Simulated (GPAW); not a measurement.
# CdTe (F-43m) in GPAW: reference runs

Aim: a first look at CdTe with PBEsol, on the cell as given and on a disturbed one.

All numbers are computed with GPAW 26.7.0; they aren't measurements. Logs are shortened: lines on timing, memory, paths and dates and some standing lists are left out, and cuts for length are marked. The log counts tension as positive stress, the text compression.

**What was measured.**

From a printed reference work, data compilation, for a bulk crystal of CdTe at 0 K: band gap 1.607 eV.

From “Multiscale insight into the Cd1-xZnxTe vibrational-mechanical properties -- High-pressure experiments and ab initio calculations”, 2023, arxiv:2306.14539, for a powder of CdTe: bulk modulus 42 ± 2 GPa.

The results are compared with them further down.

## (1) Starting point

It takes space group F-43m (No. 216, cubic). Conventional cell: a = 6.410 Å, b = 6.410 Å, c = 6.410 Å, α = 90.00°, β = 90.00°, γ = 90.00°. Te (site symmetry -43m) is surrounded by 4 Cd at 2.78 Å. Around Cd (site symmetry -43m) lie 4 Te at 2.78 Å.

## (2) Single point, PBEsol

File run.py:

```python
from ase import Atoms
from ase.dft.bandgap import bandgap
from ase.io import write
from ase.units import GPa
from gpaw import GPAW, PW, setup_paths

setup_paths.insert(0, '.')

atoms = Atoms(['Te', 'Cd'],
              cell=[[0.0, 3.205, 3.205],
                    [3.205, 0.0, 3.205],
                    [3.205, 3.205, 0.0]],
              scaled_positions=[[0.75, 0.75, 0.75],
                                [0.0, 0.0, 0.0]],
              pbc=True)

calc = GPAW(mode=PW(600),
            xc='PBEsol',
            kpts={'size': (7, 7, 7), 'gamma': True},
            occupations={'name': 'fermi-dirac', 'width': 0.05},
            nbands=18,
            convergence={'density': 1e-05, 'energy': 1e-05},
            maxiter=150,
            txt='gpaw.txt')
atoms.calc = calc
energy = atoms.get_potential_energy()
forces = atoms.get_forces()
stress = atoms.get_stress()
calc.write('gs.gpw')
write('result.traj', atoms)
print(f'Energy: {energy:.6f} eV')
print('Forces (eV/A):')
print(forces.round(4))
print('Stress (GPa):', (stress / GPa).round(3))
print('Fermi level:', round(calc.get_fermi_level(), 4), 'eV')
print(f'Gap: {bandgap(calc)[0]:.4f} eV, direct: {bandgap(calc, direct=True)[0]:.4f} eV')
```

Potentials or basis: PAW data sets generated in the run's folder for this functional, pw.

On the command line:

```sh
$ gpaw-setup -f PBEsol Cd Te
$ OMP_NUM_THREADS=1 python run.py
```

gpaw.txt:

```text
__  _  _
 | _ |_)|_||  |
 |__||  | ||/\| - 26.7.0

Input parameters:
  mode=PW(ecut=600.0),
  convergence={'density': 1e-05, 'energy': 1e-05},
  kpts=MonkhorstPack(size=(7, 7, 7), gamma=True),
  maxiter=150,
  nbands=18,
  occupations=Occupations(name='fermi-dirac', width=0.05),
  xc=XC(name='PBEsol')

Diagonalizing LCAO Hamiltonian
Converting LCAO to pw mode

                      Te

       Cd

Atoms  # Å, Bohr magnetons
|   | symbol |        x |        y |        z |    initial magnetic moments |
|---|--------|----------|----------|----------|-----------------------------|
| 0 |     Te | 4.807500 | 4.807500 | 4.807500 | ( 0.0000,  0.0000,  0.0000) |
| 1 |     Cd | 0.000000 | 0.000000 | 0.000000 | ( 0.0000,  0.0000,  0.0000) |

Unit cell  # Å
| periodic |        x |        y |        z |  lengths |    angles |
|----------|----------|----------|----------|----------|-----------|
|      yes | 0.000000 | 3.205000 | 3.205000 | 4.532554 | 60.000000 |
|      yes | 3.205000 | 0.000000 | 3.205000 | 4.532554 | 60.000000 |
|      yes | 3.205000 | 3.205000 | 0.000000 | 4.532554 | 60.000000 |

Number of symmetries: 24
Symmetry operations  # r_c * U_cc + t_c -> r_c
|    | kind |            matrix            |
|----|------|------------------------------|
|  0 |  E   |  1, 0, 0,  0, 1, 0,  0, 0, 1 |
|  1 |  σ   |  1, 0, 0,  0, 0, 1,  0, 1, 0 |
|  2 |  σ   |  1, 0,-1,  0, 1,-1,  0, 0,-1 |
|  3 |  C3  |  1, 0,-1,  0, 0,-1,  0, 1,-1 |
|  4 |  C3  |  1,-1, 0,  0,-1, 1,  0,-1, 0 |
|  5 |  σ   |  1,-1, 0,  0,-1, 0,  0,-1, 1 |
|  6 |  σ   |  0, 1, 0,  1, 0, 0,  0, 0, 1 |
|  7 |  C3  |  0, 1, 0,  0, 0, 1,  1, 0, 0 |
|  8 |  C2  |  0, 1,-1,  1, 0,-1,  0, 0,-1 |
|  9 |  S4  |  0, 1,-1,  0, 0,-1,  1, 0,-1 |
| 10 |  C3  |  0, 0, 1,  1, 0, 0,  0, 1, 0 |
| 11 |  σ   |  0, 0, 1,  0, 1, 0,  1, 0, 0 |
| 12 |  S4  |  0, 0,-1,  1, 0,-1,  0, 1,-1 |
| 13 |  C3  |  0, 0,-1,  0, 1,-1,  1, 0,-1 |
| 14 |  S4  |  0,-1, 1,  1,-1, 0,  0,-1, 0 |
| 15 |  C2  |  0,-1, 1,  0,-1, 0,  1,-1, 0 |
| 16 |  C3  |  0,-1, 0,  1,-1, 0,  0,-1, 1 |
| 17 |  S4  |  0,-1, 0,  0,-1, 1,  1,-1, 0 |
| 18 |  S4  | -1, 1, 0, -1, 0, 1, -1, 0, 0 |
| 19 |  C3  | -1, 1, 0, -1, 0, 0, -1, 0, 1 |
| 20 |  C3  | -1, 0, 1, -1, 1, 0, -1, 0, 0 |
| 21 |  S4  | -1, 0, 1, -1, 0, 0, -1, 1, 0 |
| 22 |  σ   | -1, 0, 0, -1, 1, 0, -1, 0, 1 |
| 23 |  C2  | -1, 0, 0, -1, 0, 1, -1, 1, 0 |

BZ-sampling:
  Number of BZ points: 343
  Number of IBZ points: 20

  Monkhorst-Pack size: [7, 7, 7]
  Monkhorst-Pack shift: [0, 0, 0]

K-points  # in reciprocal-cell coordinates
|     |                                coordinates |     weight |
|-----|--------------------------------------------|------------|
|   0 | (  0.00000000,   0.00000000,   0.00000000) | 0.00291545 |
|   1 | (  0.14285714,   0.14285714,   0.00000000) | 0.01749271 |
|   2 | (  0.14285714,   0.14285714,   0.14285714) | 0.02332362 |
|   3 | (  0.28571429,   0.14285714,   0.14285714) | 0.03498542 |
|   4 | (  0.28571429,   0.28571429,   0.00000000) | 0.01749271 |
|   5 | (  0.28571429,   0.28571429,   0.14285714) | 0.06997085 |
|   6 | (  0.28571429,   0.28571429,   0.28571429) | 0.02332362 |
|   7 | (  0.42857143,  -0.28571429,  -0.28571429) | 0.03498542 |
|   8 | (  0.42857143,   0.28571429,  -0.42857143) | 0.13994169 |
|   9 | (  0.42857143,   0.28571429,  -0.28571429) | 0.06997085 |
| ... |                                            |            |
|  19 | (  0.42857143,   0.42857143,   0.42857143) | 0.02332362 |

Plane wave coefficients: 2213
Cutoff: 600.0 eV

Spin-components: 1 (collinear spins)
Bands:           18
Projectors:      11
Spin-degeneracy: 2
Datatype:        complex128

Parallelization:
  kpt:    1
  domain: 1
  band:   1

Density:
  Valence electrons: 18.0
  Components: 1
  Grid points: [27 27 27]
  Charge: 0.0  # |e|

Potential:
  Grid points: [27 27 27]

species:
  Te:
    name:    Tellurium
    Z:       52.0
    valence: 6
    core:    46
    charge:  0.0  # [|e|]
    compensation charges:
      type: gauss
      rc: 0.36  # [Å]
      lmax: 2
    cutoffs:
      filter: 2.09  # [Å]
      core: 3.17  # [Å]
    projectors
    | kind |    occ | energy [eV] | rcut [Å] |
    |------|--------|-------------|----------|
    |   5s |  2.000 |     -15.132 |    1.180 |
    |   5p |  4.000 |      -5.970 |    1.196 |
    |    s |        |      12.080 |    1.180 |
    |    p |        |      21.241 |    1.196 |
    |    d |        |       0.000 |    1.238 |

    Using partial waves for Te as LCAO basis

  Cd:
    name:    Cadmium
    Z:       48.0
    valence: 12
    core:    36
    charge:  0.0  # [|e|]
    compensation charges:
      type: gauss
      rc: 0.38  # [Å]
      lmax: 2
    cutoffs:
      filter: 2.12  # [Å]
      core: 2.62  # [Å]
    projectors
    | kind |    occ | energy [eV] | rcut [Å] |
    |------|--------|-------------|----------|
    |   5s |  2.000 |      -5.696 |    1.191 |
    |   5p |  0.000 |      -1.145 |    1.228 |
    |   4d | 10.000 |     -11.735 |    1.164 |
    |    s |        |      21.516 |    1.191 |
    |    p |        |      26.066 |    1.228 |
    |    d |        |      15.476 |    1.164 |

    Using partial waves for Cd as LCAO basis

Reference energy: -336814.218928  # eV

eigensolver:
  PPCG
  Converge bands: occupied
  niter=2

density mixing:
  MSR1-Mixer
  Pratt-step length: 0.05
  Maximum mixing coefficient: 0.75
  Old densities: 10
  SVD Regularization: 0.005
  Good broyden scale: 1.0
  Trust region scale: 1.0
  Backstep threshold: 4.0
  History deletion threshold: 6.0
  Fourier metric: weight=20.0, sigma=0.015

occupation numbers:
  Fermi-Dirac:
    width: 0.0500  # eV

poisson solver:
  ecut: 4800.0  # eV

xc functional:
  name: PBEsol with 2 nearest neighbor stencil

convergence criteria:
- Maximum integral of absolute [dens]ity change: 1e-05 electrons / valence electron
- Maximum [total energy] change in last 3 cyles: 1e-05 eV / valence electron
- Maximum integral of absolute [eigenst]ate change: 4e-08 eV^2 / valence electron
maximum number of iterations: 150

SCF iterations
|iter     | |      energy | eigst |  dens |
|---------|-|-------------|-------|-------|
|iter:   1| |   -5.976237 | -0.36 |       |
|iter:   2| |   -5.932536 | -2.37 | -1.27 |
|iter:   3| |   -5.760240 | -1.77 | -1.32 |
|iter:   4| |   -5.757025 | -3.40 | -1.79 |
|iter:   5| |   -5.756263 | -3.83 | -2.25 |
|iter:   6| |   -5.756279 | -5.49 | -3.01 |
|iter:   7| |   -5.756281c| -6.74 | -3.59 |
|iter:   8| |   -5.756281c| -7.86c| -4.46 |
|iter:   9| |   -5.756281c| -8.47c| -5.26c|

Converged in 9 steps
Energy contributions relative to reference atoms: (reference = -336814.218928)

Energy contributions:
  Kinetic:          18.644638
  Coulomb:         -16.955374
  Zero:              0.238197
  External:          0.000000
  Xc:               -7.683740
  Entropy:          -0.000005
  Spinorbit:         0.000000
  ----------------------------
  Free energy:      -5.756284
  Extrapolated:     -5.756281

dipole moment: (-16.568166, -16.568166, -16.568166)  # |e|*Ang

Fermi level: 4.357
Eigenvalues  # (at kpt = [0.000, 0.000, 0.000])
| band index |      eig [eV] | occ [0-2] |
|------------|---------------|-----------|
|          0 |        -7.451 |     2.000 |
|          1 |        -4.385 |     2.000 |
|          2 |        -4.385 |     2.000 |
|          3 |        -4.385 |     2.000 |
|          4 |        -4.093 |     2.000 |
|          5 |        -4.093 |     2.000 |
[... 10 lines left out ...]
|         16 |        13.931 |     0.000 |
|         17 |        13.931 |     0.000 |

Gap: 0.756 eV
Transition (v -> c):
  (s=0, k=0, n=8, [0.00, 0.00, 0.00]) -> (s=0, k=0, n=9, [0.00, 0.00, 0.00])
No difference between direct/indirect transitions

Forces  # eV/Ang
|       x |        y |       z |
|---------|----------|---------|
| 0.00000 |  0.00000 | 0.00000 |  # Te   0
| 0.00000 | -0.00000 | 0.00000 |  # Cd   1

Stress tensor  # eV/Ang^3
|         x |         y |         z |
|-----------|-----------|-----------|
| -0.007862 |  0.000000 |  0.000000 |
|  0.000000 | -0.007862 |  0.000000 |
|  0.000000 |  0.000000 | -0.007862 |

# Writing to gs.gpw (mode='')
```

Wall time 18 s (1 thread of Arm Neoverse V2, shared host); peak memory 0.17 GiB.

What came out:

* Free energy: -5.7563 eV
* Pressure: 1.3 GPa
* Band gap on the k mesh: 0.76 eV, direct

Caveat: spin-orbit coupling is left out, which moves the levels of the heavy elements.

## (3) Single point, PBEsol (atoms moved at random, drawn with an rms of 0.05 Å)

run.py: that of step 2 with these lines changed.

```diff
@@ -12,4 +12,4 @@
                     [3.205, 3.205, 0.0]],
-              scaled_positions=[[0.75, 0.75, 0.75],
-                                [0.0, 0.0, 0.0]],
+              scaled_positions=[[0.743007, 0.741067, 0.751059],
+                                [0.004946, 0.00178, -0.007611]],
               pbc=True)
```

Potentials or basis: PAW data sets generated in the run's folder for this functional, pw.

On the command line:

```sh
$ gpaw-setup -f PBEsol Cd Te
$ OMP_NUM_THREADS=1 python run.py
```

gpaw.txt:

```text
__  _  _
 | _ |_)|_||  |
 |__||  | ||/\| - 26.7.0

Input parameters:
  mode=PW(ecut=600.0),
  convergence={'density': 1e-05, 'energy': 1e-05},
  kpts=MonkhorstPack(size=(7, 7, 7), gamma=True),
  maxiter=150,
  nbands=18,
  occupations=Occupations(name='fermi-dirac', width=0.05),
  xc=XC(name='PBEsol')

Diagonalizing LCAO Hamiltonian
Converting LCAO to pw mode

                      Te

       Cd

Atoms  # Å, Bohr magnetons
|   | symbol |         x |         y |        z |    initial magnetic moments |
|---|--------|-----------|-----------|----------|-----------------------------|
| 0 |     Te |  4.782264 |  4.788482 | 4.756457 | ( 0.0000,  0.0000,  0.0000) |
| 1 |     Cd | -0.018688 | -0.008541 | 0.021557 | ( 0.0000,  0.0000,  0.0000) |

Unit cell  # Å
| periodic |        x |        y |        z |  lengths |    angles |
|----------|----------|----------|----------|----------|-----------|
|      yes | 0.000000 | 3.205000 | 3.205000 | 4.532554 | 60.000000 |
|      yes | 3.205000 | 0.000000 | 3.205000 | 4.532554 | 60.000000 |
|      yes | 3.205000 | 3.205000 | 0.000000 | 4.532554 | 60.000000 |

[... 152 lines left out ...]

Energy contributions:
  Kinetic:          18.805915
  Coulomb:         -17.089371
  Zero:              0.237718
  External:          0.000000
  Xc:               -7.697347
  Entropy:          -0.000005
  Spinorbit:         0.000000
  ----------------------------
  Free energy:      -5.743091
  Extrapolated:     -5.743088

dipole moment: (4.215102, 4.394527, -16.638717)  # |e|*Ang

Fermi level: 4.367
Eigenvalues  # (at kpt = [0.000, 0.000, 0.000])
| band index |      eig [eV] | occ [0-2] |
|------------|---------------|-----------|
|          0 |        -7.457 |     2.000 |
|          1 |        -4.427 |     2.000 |
|          2 |        -4.391 |     2.000 |
|          3 |        -4.355 |     2.000 |
|          4 |        -4.100 |     2.000 |
|          5 |        -4.097 |     2.000 |
[... 10 lines left out ...]
|         16 |        13.872 |     0.000 |
|         17 |        13.961 |     0.000 |

Gap: 0.709 eV
Transition (v -> c):
  (s=0, k=0, n=8, [0.00, 0.00, 0.00]) -> (s=0, k=0, n=9, [0.00, 0.00, 0.00])
No difference between direct/indirect transitions

Forces  # eV/Ang
|        x |        y |        z |
|----------|----------|----------|
|  0.01993 |  0.04422 |  0.35384 |  # Te   0
| -0.01992 | -0.04422 | -0.35383 |  # Cd   1

Stress tensor  # eV/Ang^3
|         x |         y |         z |
|-----------|-----------|-----------|
| -0.008650 |  0.007479 |  0.000962 |
|  0.007479 | -0.008641 |  0.000475 |
|  0.000962 |  0.000475 | -0.008009 |

# Writing to gs.gpw (mode='')
```

stdout:

```text
Energy: -5.743088 eV
Forces (eV/A):
[[ 0.0199  0.0442  0.3538]
 [-0.0199 -0.0442 -0.3538]]
Stress (GPa): [-1.386 -1.385 -1.283  0.076  0.154  1.198]
Fermi level: 4.3671 eV
Gap: 0.7088 eV, direct: 0.7088 eV
```

Wall time 1.9 min (1 thread of Arm Neoverse V2, shared host); peak memory 0.34 GiB.

Results:

- Free energy: -5.7431 eV
- Pressure: 1.4 GPa
- Largest force: 0.357 eV/Å
- Band gap on the k mesh: 0.71 eV, direct

Forces in eV/Å, atoms in the order of the input:
```
Te   0.020  0.044  0.354
Cd  -0.020 -0.044 -0.354
```

Levels at points of the mesh, in eV from the valence-band top:
```
           k point  band 7  band 8  band 9  band 10  band 11  band 12
(0.00, 0.00, 0.00)   -0.12   -0.05    0.00     0.71     4.43     4.47
```

Caveat: spin-orbit coupling is left out, which moves the levels of the heavy elements.

## (4) Equation of state, PBEsol

File run.py:

```python
from ase import Atoms
from ase.eos import EquationOfState
from ase.io import Trajectory
from ase.units import GPa
from gpaw import GPAW, PW, setup_paths

setup_paths.insert(0, '.')

atoms = Atoms(['Te', 'Cd'],
              cell=[[0.0, 3.205, 3.205],
                    [3.205, 0.0, 3.205],
                    [3.205, 3.205, 0.0]],
              scaled_positions=[[0.75, 0.75, 0.75],
                                [0.0, 0.0, 0.0]],
              pbc=True)

traj = Trajectory('eos.traj', 'w')
volumes, energies = [], []
for x in [0.94, 0.96, 0.98, 1.0, 1.02, 1.04, 1.06]:
    a = atoms.copy()
    a.set_cell(atoms.cell * x**(1 / 3), scale_atoms=True)
    calc = GPAW(mode=PW(600),
                xc='PBEsol',
                kpts={'size': (7, 7, 7), 'gamma': True},
                occupations={'name': 'fermi-dirac', 'width': 0.05},
                nbands=18,
                convergence={'density': 1e-05, 'energy': 1e-05},
                maxiter=150,
                txt=f'eos-{x:.2f}.txt')
    a.calc = calc
    energies.append(a.get_potential_energy(force_consistent=True))
    volumes.append(a.get_volume())
    p = -a.get_stress()[:3].mean() / GPa
    calc.write(f'eos-{x:.2f}.gpw')
    traj.write(a)
    print(f'{x:.2f} {volumes[-1]:10.4f} A^3 {energies[-1]:14.6f} eV {p:9.3f} GPa', flush=True)

v0, e0, B = EquationOfState(volumes, energies, eos='birchmurnaghan').fit()
print(f'V0 = {v0:.4f} A^3, E0 = {e0:.6f} eV, B0 = {B / GPa:.2f} GPa')
```

On the command line:

```sh
$ gpaw-setup -f PBEsol Cd Te
$ OMP_NUM_THREADS=1 python run.py
```

Wall time 1.7 min (1 thread of Arm Neoverse V2, shared host); peak memory 0.27 GiB.

It converged, with:

* Equilibrium volume: 33.87 Å³/atom
* Bulk modulus: 42 GPa
* Pressure derivative of the bulk modulus: 4.8

Energy against volume, from the lowest point:
```tsv
volume (Å³/atom)	energy (meV/atom)
30.947	38.98
31.605	22.32
32.263	10.62
32.922	3.33
33.580	0.00
34.239	0.20
34.897	3.55
```

## (5) The runs side by side

```tsv
task	cell	gap on the mesh (eV)	pressure (GPa)
single point	as given	0.76	1.3
single point	atoms moved at random, drawn with an rms of 0.05 Å	0.71	1.4
equation of state	as given	-	-
```

Alike in all rows: level PBEsol; potentials or basis PAW data sets generated in the run's folder for this functional, pw; no spin polarisation; k mesh 7 × 7 × 7; cutoff (eV) 600; smearing fermi-dirac 0.05 eV.

Caveats: spin-orbit coupling is left out, which moves the levels of the heavy elements (some runs).

Absolute energies hang on the potentials; compare differences alone.

## (6) Comparison with measurements

Step 2. Measured gap of CdTe: 1.607 eV (0 K; a printed reference work, data compilation). This calculation gives 0.76 eV (-0.85 eV). Spin-orbit coupling on Cd, Te is left out. The value is that of PBEsol, without temperature or zero-point motion. Semilocal functionals fall short of measured gaps as a rule.

Step 4. Against the measured bulk modulus of CdTe, 42 GPa (powder; quoted in “Multiscale insight into the Cd1-xZnxTe vibrational-mechanical properties -- High-pressure experiments and ab initio calculations”, 2023, arxiv:2306.14539), the calculated 42 GPa is off by 0.0 %. The fit is for a static lattice scaled at fixed shape and fixed fractional positions.
